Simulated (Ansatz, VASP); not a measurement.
Given: the input of a run of VASP 6.6.1 on SnTe3.

File INCAR:

```
PREC = Accurate
ENCUT = 520
EDIFF = 1E-7
ISMEAR = -1
SIGMA = 0.05
LREAL = F
LASPH = T
NELM = 100
ALGO = Normal
ISIF = 2
LWAVE = F
LCHARG = F
GGA = PS
NBANDS = 24
```

Contents of KPOINTS:

```
Automatic mesh
0
Gamma
  6 6 6
```

POSCAR

```
SnTe3
1.0
    0.0000000000      3.8867907320      3.8867907320
    3.8867907320      0.0000000000      3.8867907320
    3.8867907320      3.8867907320      0.0000000000
Te Sn
3 1
Direct
    0.5000000000      0.5000000000      0.5000000000
    0.7500000000      0.7500000000      0.7500000000
    0.2500000000      0.2500000000      0.2500000000
    0.0000000000      0.0000000000      0.0000000000
```

Potentials or basis: VASP PAW PBE potentials, release 64 (Te, Sn_d).

Launch:

```bash
$ cat potpaw_PBE.64/Te/POTCAR potpaw_PBE.64/Sn_d/POTCAR > POTCAR
$ mpirun -np 1 vasp_std > vasp.out
```

Question: Translate it to Ansatz 0.2.0. Potentials there: Ansatz PAW.

Answer: As run (the cutoff follows the program's own potentials):

Contents of input.yaml:

```yaml
crystal:
  lattice:
    - [0.0, 3.886790732, 3.886790732]
    - [3.886790732, 0.0, 3.886790732]
    - [3.886790732, 3.886790732, 0.0]
  atoms:
    - { symbol: Te, position: [0.5, 0.5, 0.5] }
    - { symbol: Te, position: [0.75, 0.75, 0.75] }
    - { symbol: Te, position: [0.25, 0.25, 0.25] }
    - { symbol: Sn, position: [0.0, 0.0, 0.0] }
hamiltonian:
  xc: pbesol
  pseudopotentials: { kind: paw }
kpoints:
  mp_grid: { grid: [6, 6, 6] }
scf:
  occupations: { method: fermi_dirac, width: 0.05 }
output:
  forces: true
  stress: true
  eigenvalues: true
```

Potentials or basis: Ansatz PAW.

Run with:

```console
$ ansatz run input.yaml --threads 1 --pin off --max-ram 3584MiB --backend cpu --events-out ev --progress --plain --runs-dir out
```

Both were run:

|  | VASP | Ansatz | Ansatz less VASP |
| --- | --- | --- | --- |
| gap on the k mesh at the Fermi level (eV) | none | none | - |
| pressure (GPa) | -3.7 | -3.6 | +0.01 |

A gap of «none» marks a metal or a gap that the smearing closes. The two sets of potentials don't hold the same shells in valence.

Caveats: the PAW data sets were made with another functional, which shifts forces and pressure a little (VASP); the PAW data sets come from PBE, with cores solved anew for the run's functional, which leaves a small shift of forces and pressure (Ansatz). Spin-orbit coupling is left out, which matters for the levels of Te.
